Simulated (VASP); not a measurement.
# V in VASP: work function with optB88-vdW

Aim: the work function of V with optB88-vdW.

Everything below comes from runs of VASP 6.6.1. Logs are shortened: lines on timing, memory, paths and dates and some standing lists are left out, and cuts for length are marked.

### 1 The structure

The cell holds a sheet with vacuum, 1 atom: a = 2.296 Å, b = 2.296 Å, c = 23.800 Å, α = 90.00°, β = 90.00°, γ = 90.00°.

The cell was built by a generator and needn't be a form met in nature.

### 2 Work function, optB88-vdW, collinear spin, ferromagnetic start

Input file INCAR:

```
SYSTEM = V
PREC = Accurate ; ENCUT = 350
EDIFF = 1E-6 ; ISMEAR = -1
SIGMA = 0.1 ; LREAL = .FALSE.
LASPH = .TRUE. ; NELM = 120
ALGO = Normal ; ISIF = 2
LWAVE = .FALSE. ; LCHARG = .TRUE.
ISPIN = 2 ; MAGMOM = 2
LORBIT = 11 ; LMAXMIX = 4
LDIPOL = .TRUE. ; IDIPOL = 3
DIPOL = 0.5 0.5 0.294 ; GGA = BO
LUSE_VDW = .TRUE. ; AGGAC = 0.0
PARAM1 = 0.1833333333 ; PARAM2 = 0.22
LELF = .TRUE. ; LVHAR = .TRUE.
LVACPOTAV = .TRUE.
```

Input file KPOINTS:

```
Automatic mesh
0
G
  11 11 1
  0 0 0
```

Input file POSCAR:

```
V
1.0
    2.2955200000      0.0000000000      0.0000000000
    0.0000000000      2.2955200000      0.0000000000
    0.0000000000      0.0000000000     23.8000000000
V
1
Cartesian
    1.1477600000      1.1477600000      7.0000560000
```

Potentials or basis: VASP PAW PBE potentials, release 64 (V_sv).

Launch:

```console
$ cat potpaw_PBE.64/V_sv/POTCAR > POTCAR
$ mpirun -np 1 vasp_std > vasp.out
```

OUTCAR:

```text
SYSTEM = V
   PREC = Accurate
   ENCUT = 350
   EDIFF = 1E-6
   ISMEAR = -1
   LREAL = .FALSE.
   LASPH = .TRUE.
   NELM = 120
   ISIF = 2
   ISPIN = 2
   LORBIT = 11
   GGA = BO

 ion  position               nearest neighbor table
   1  0.500  0.500  0.294-

  LATTYP: Found a simple tetragonal cell.
 ALAT       =     2.2955200000
 C/A-ratio  =    10.3680211891

  Lattice vectors:

 A1 = (   2.2955200000,   0.0000000000,   0.0000000000)
 A2 = (   0.0000000000,   2.2955200000,   0.0000000000)
 A3 = (   0.0000000000,   0.0000000000,  23.8000000000)

Analysis of symmetry for initial positions (statically):
=====================================================================
 Subroutine PRICEL returns:
 Original cell was already a primitive cell.

 Routine SETGRP: Setting up the symmetry group for a
 simple tetragonal supercell.

 Subroutine GETGRP returns: Found 16 space group operations
 (whereof  8 operations were pure point group operations)
 out of a pool of 16 trial point group operations.

The static configuration has the point symmetry C_4v.
 The point group associated with its full space group is D_4h.

Analysis of symmetry for dynamics (positions and initial velocities):
=====================================================================
 Subroutine PRICEL returns:
 Original cell was already a primitive cell.

 Routine SETGRP: Setting up the symmetry group for a
 simple tetragonal supercell.

 Subroutine GETGRP returns: Found 16 space group operations
 (whereof  8 operations were pure point group operations)
 out of a pool of 16 trial point group operations.

The dynamic configuration has the point symmetry C_4v.
 The point group associated with its full space group is D_4h.

Analysis of structural, dynamic, and magnetic symmetry:
=====================================================================
 Subroutine PRICEL returns:
 Original cell was already a primitive cell.

 Routine SETGRP: Setting up the symmetry group for a
 simple tetragonal supercell.

 Subroutine GETGRP returns: Found 16 space group operations
 (whereof  8 operations were pure point group operations)
 out of a pool of 16 trial point group operations.

The overall configuration has the point symmetry C_4v.
 The point group associated with its full space group is D_4h.

 Subroutine INISYM returns: Found 16 space group operations
 (whereof  8 operations are pure point group operations),
 and found     1 'primitive' translations

----------------------------------------------------------------------------------------

                                     Primitive cell

  volume of cell :     125.4120

  direct lattice vectors                    reciprocal lattice vectors
     2.295520000  0.000000000  0.000000000     0.435631142  0.000000000  0.000000000
     0.000000000  2.295520000  0.000000000     0.000000000  0.435631142  0.000000000
     0.000000000  0.000000000 23.800000000     0.000000000  0.000000000  0.042016807

  length of vectors
     2.295520000  2.295520000 23.800000000     0.435631142  0.435631142  0.042016807

  position of ions in fractional coordinates (direct lattice)
     0.500000000  0.500000000  0.294120000

  ion indices of the primitive-cell ions
   primitive index   ion index
                 1           1

----------------------------------------------------------------------------------------

 KPOINTS: Automatic mesh

Automatic generation of k-mesh.
 Grid dimensions read from file:
 generate k-points for:   11   11    1

 Generating k-lattice:

  Cartesian coordinates                     Fractional coordinates (reciprocal lattice)
     0.039602831  0.000000000  0.000000000     0.090909091  0.000000000  0.000000000
     0.000000000  0.039602831  0.000000000     0.000000000  0.090909091  0.000000000
     0.000000000  0.000000000  0.042016807     0.000000000  0.000000000  1.000000000

  Length of vectors
     0.039602831  0.039602831  0.042016807

  Shift w.r.t. Gamma in fractional coordinates (k-lattice)
     0.000000000  0.000000000  0.000000000

 Subroutine IBZKPT returns following result:
 ===========================================

 Found     21 irreducible k-points:

 Following reciprocal coordinates:
            Coordinates               Weight
  0.000000  0.000000  0.000000      1.000000
  0.090909  0.000000  0.000000      4.000000
  0.181818  0.000000  0.000000      4.000000
  0.272727  0.000000  0.000000      4.000000
  0.363636  0.000000  0.000000      4.000000
  0.454545  0.000000  0.000000      4.000000
[... 13 lines left out ...]
  0.454545  0.363636  0.000000      8.000000
  0.454545  0.454545  0.000000      4.000000
   k-points           NKPTS =     21   k-points in BZ     NKDIM =     21   number of bands    NBANDS=     11
   number of dos      NEDOS =    301   number of ions     NIONS =      1
   total plane-waves  NPLWV =  29400
   dimension x,y,z NGX =    14 NGY =   14 NGZ =  150
   dimension x,y,z NGXF=    28 NGYF=   28 NGZF=  300
   ions per type =               1
   NGX,Y,Z   is equivalent  to a cutoff of  10.14, 10.14, 10.48 a.u.
   NGXF,Y,Z  is equivalent  to a cutoff of  20.28, 20.28, 20.96 a.u.
 SYSTEM =  V
   PREC   = accura    normal or accurate (medium, high low for compatibility)
   ISTART =      0    job   : 0-new  1-cont  2-samecut
   ICHARG =      2    charge: 1-file 2-atom 10-const
   ISPIN  =      2    spin polarized calculation?
   LNONCOLLINEAR =      F non collinear calculations
   LSORBIT =      F    spin-orbit coupling
   LASPH  =      T    aspherical Exc in radial PAW
   ENCUT  =  350.0 eV  25.72 Ry    5.07 a.u.   3.50  3.50 36.31*2*pi/ulx,y,z
   NELM   =    120;   NELMIN=  2; NELMDL= -5     # of ELM steps
   EDIFF  = 0.1E-05   stopping-criterion for ELM
   LREAL  =      F    real-space projection
   EDIFFG = 0.1E-04   stopping-criterion for IOM
   NSW    =      0    number of steps for IOM
   IBRION =     -1    ionic relax: 0-MD 1-quasi-New 2-CG
   NFREE  =      0    steps in history (QN), initial steepest desc. (CG)
   ISIF   =      2    stress and relaxation
   ISYM   =      2    0-nonsym 1-usesym 2-fastsym
   POTIM  = 0.5000    time-step for ionic-motion
   TEBEG  =    0.0;   TEEND  =   0.0 temperature during run
   PSTRESS=    0.0 pullay stress
   NELECT =      13.0000    total number of electrons
   NUPDOWN=      -1.0000    fix difference up-down
   EMIN   =  10.00;   EMAX   =-10.00  energy-range for DOS
   EFERMI =   0.00;   METHOD = LEGACY
   ISMEAR =    -1;   SIGMA  =   0.10  broadening in eV -4-tet -1-fermi 0-gaus
   EFERMI_NEDOS =   21; number of points for ismear=-14 and -15
   IALGO  =     38    algorithm
   IMIX   =      4    mixing-type and parameters
     AMIX     =   0.40;   BMIX     =  1.00
     AMIX_MAG =   1.60;   BMIX_MAG =  1.00
  volume/ion in A,a.u.               =     125.41       846.32
  Fermi-wavevector in a.u.,A,eV,Ry     =   0.769029  1.453255  8.046569  0.591406
  Thomas-Fermi vector in A             =   1.869930
   LORBIT       =     11    0 simple, 1 ext, 2 COOP (PROOUT), +10 PAW based schemes
   GGA     = BO    functional components
   LHFCALC =     F    Hartree Fock is set to
   AEXX    =    0.0000 exact exchange contribution
   IVDW_NL    =     1    kernel type
   BPARAM     = 6.3000
   IVDW    =     0    specifies the selected vdW correction
   LEPSILON=     F    determine dielectric tensor
   LRPA    =     F    only Hartree local field effects (RPA)
 spin polarized calculation
  energy-cutoff  :      350.00
  volume of cell :      125.41
 maximum number of plane-waves:      1897
 NGX is ok and might be reduce to    14
   NGX =  7   NGY =  7   NGZ = 73

 dipolmoment           0.000000      0.000000     -0.000000 electrons x Angstroem

 number of electron      13.0000031 magnetization       0.0000423

 number of electron      13.0000031 magnetization      -0.0000112

 dipolmoment           0.000000      0.000000      0.000007 electrons x Angstroem

 Free energy of the ion-electron system (eV)
  ---------------------------------------------------
  ext. energy  EPLUGINS =         0.00000000
  ---------------------------------------------------
  free energy    TOTEN  =        -3.61328511 eV

  energy without entropy =       -3.55523441  energy(sigma->0) =       -3.58425976

 E-fermi :  -3.5039     XC(G=0):  -2.7568

 val. band max:       -3.6975024695   @ k =   0.1818   0.0909   0.0000
 cond. band min:      -3.4583890831   @ k =   0.2727   0.1818   0.0000
 fundamental gap:      0.2391133864
 Fermi energy:        -3.5039483090

 spin component 1

 k-point     1 :       0.0000    0.0000    0.0000
  band No.  band energies     occupation
      1     -67.3187      1.00000
      2     -41.2477      1.00000
      3     -40.3003      1.00000
      4     -40.3003      1.00000
      5      -7.7997      1.00000
      6      -5.9115      1.00000
      7      -4.5199      0.99996
      8      -3.1879      0.04067
      9      -0.5998      0.00000
     10       0.6969      0.00000
     11       0.9895      0.00000

 k-point     2 :       0.0909    0.0000    0.0000
  band No.  band energies     occupation
      1     -67.2945      1.00000
      2     -41.2302      1.00000
      3     -40.4449      1.00000
      4     -40.2879      1.00000
      5      -7.4953      1.00000
      6      -5.6906      1.00000
      7      -4.3674      0.99982
      8      -3.2929      0.10804
      9      -0.6400      0.00000
     10       0.9238      0.00000
     11       1.2616      0.00000
[... 253 lines left out ...]
 k-point    21 :       0.4545    0.4545    0.0000
  band No.  band energies     occupation
      1     -66.7186      1.00000
      2     -41.7187      1.00000
      3     -41.7144      1.00000
      4     -40.8305      1.00000
      5      -7.0625      1.00000
      6      -3.8825      0.97781
      7      -3.8012      0.95130
      8      -1.0312      0.00000
      9       1.9102      0.00000
     10       6.1024      0.00000
     11       7.4076      0.00000
 Fermi energy:        -3.5039483090

 spin component 2

 k-point     1 :       0.0000    0.0000    0.0000
  band No.  band energies     occupation
      1     -67.3188      1.00000
      2     -41.2479      1.00000
      3     -40.3004      1.00000
      4     -40.3004      1.00000
      5      -7.7998      1.00000
      6      -5.9115      1.00000
      7      -4.5200      0.99996
      8      -3.1881      0.04077
      9      -0.5999      0.00000
     10       0.2662      0.00000
     11       0.3954      0.00000

 k-point     2 :       0.0909    0.0000    0.0000
  band No.  band energies     occupation
      1     -67.2946      1.00000
      2     -41.2304      1.00000
      3     -40.4450      1.00000
      4     -40.2879      1.00000
      5      -7.4954      1.00000
      6      -5.6907      1.00000
      7      -4.3675      0.99982
      8      -3.2930      0.10821
      9      -0.6418      0.00000
     10       0.5003      0.00000
     11       0.6477      0.00000
[... 253 lines left out ...]
 k-point    21 :       0.4545    0.4545    0.0000
  band No.  band energies     occupation
      1     -66.7187      1.00000
      2     -41.7188      1.00000
      3     -41.7145      1.00000
      4     -40.8307      1.00000
      5      -7.0625      1.00000
      6      -3.8826      0.97783
      7      -3.8013      0.95135
      8      -1.0313      0.00000
      9       1.9101      0.00000
     10       6.1023      0.00000
     11       7.4075      0.00000

------------------------ aborting loop because EDIFF is reached ----------------------------------------

  FORCE on cell =-STRESS in cart. coord.  units (eV):
  Direction    XX          YY          ZZ          XY          YZ          ZX
  --------------------------------------------------------------------------------------
  -------------------------------------------------------------------------------------
  Total       -0.2605294     -0.2605294     -0.0720428      0.0000000     -0.0000000      0.0000000
  in kB       -3.3283445     -3.3283445     -0.9203693      0.0000000     -0.0000000      0.0000000
  external PRESSURE =      -2.5256861 kB  Pullay stress =       0.0000000 kB

 VOLUME and BASIS-vectors are now :
 -----------------------------------------------------------------------------
  energy-cutoff  :      350.00
  volume of cell :      125.41
      direct lattice vectors                 reciprocal lattice vectors
     2.295520000  0.000000000  0.000000000     0.435631142  0.000000000  0.000000000
     0.000000000  2.295520000  0.000000000     0.000000000  0.435631142  0.000000000
     0.000000000  0.000000000 23.800000000     0.000000000  0.000000000  0.042016807

 POSITION                                       TOTAL-FORCE (eV/Angst)
 -----------------------------------------------------------------------------------
      1.14776      1.14776      7.00006         0.000000     -0.000000      0.000000
 -----------------------------------------------------------------------------------
    total drift:                                0.000000      0.000000     -0.000445

  FREE ENERGIE OF THE ION-ELECTRON SYSTEM (eV)
  ---------------------------------------------------
  free  energy   TOTEN  =        -3.6132851095 eV

  energy  without entropy=       -3.5552344063  energy(sigma->0) =       -3.58425976

Total vdW correction in eV:      2.5123318

 vacuum level on the upper side and lower side of the slab         1.718         1.717

 total charge

# of ion       s       p       d       tot
------------------------------------------
    1        2.349   6.121   3.318  11.788

 magnetization (x)

# of ion       s       p       d       tot
------------------------------------------
    1       -0.000  -0.000  -0.000  -0.000
```

Wall time 4.5 min (1 thread of Intel Xeon Platinum 8488C (Sapphire Rapids), shared host); peak memory 0.39 GiB.

These settings aren't checked as converged (typed here: ENCUT = 350): the numbers below hold their error.

What came out:

| Quantity | Value |
| --- | --- |
| Free energy | -3.6133 eV |
| Band gap on the k mesh | none (metal or under the smearing width) |
| Net moment | 0.00 μB per cell |
| Valence electrons inside the program's atomic spheres | V 11.79 |
| Work function of the upper face | 5.22 eV |
| Work function of the lower face | 5.22 eV |

Caveat: the PAW data sets were made with another functional, which shifts forces and pressure a little.
